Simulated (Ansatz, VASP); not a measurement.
# AgCl (Chlorargyrite) in VASP and in Ansatz

```xyz
2
Lattice="0.0000 2.7350 2.7350 2.7350 0.0000 2.7350 2.7350 2.7350 0.0000" Properties=species:S:1:pos:R:3 pbc="T T T"
Ag    0.0000    0.0000    0.0000
Cl    2.7350    2.7350    2.7350
```

Alike in both runs: functional PBEsol; k mesh 8 × 8 × 8; occupations fermi-dirac, width 0.05 eV; no spin polarisation.

|  | VASP | Ansatz |
| --- | --- | --- |
| version | VASP 6.6.1 | Ansatz 0.2.0 |
| potentials or method | VASP PAW PBE potentials, release 64 (Ag, Cl) | Ansatz PAW |
| plane-wave cutoff (eV) | 520 | 420 |
| valence electrons in the cell | 18 | 26 |
| task | single point | band structure |

|  | VASP | Ansatz | Ansatz less VASP |
| --- | --- | --- | --- |
| gap on the k mesh at the Fermi level (eV) | 0.72 | 0.73 | +0.002 |
| least direct gap on the mesh (eV) | 3.18 | 3.18 | +0.002 |
| pressure (GPa) | -0.8 | -0.7 | +0.10 |

The two sets of potentials don't hold the same shells in valence.

Caveats: the PAW data sets were made with another functional, which shifts forces and pressure a little (VASP); the PAW data sets come from PBE, with cores solved anew for the run's functional, which leaves a small shift of forces and pressure (Ansatz). A k mesh can miss the band edges. Expect the measured gap to be larger: semilocal functionals such as PBEsol lack the derivative discontinuity.
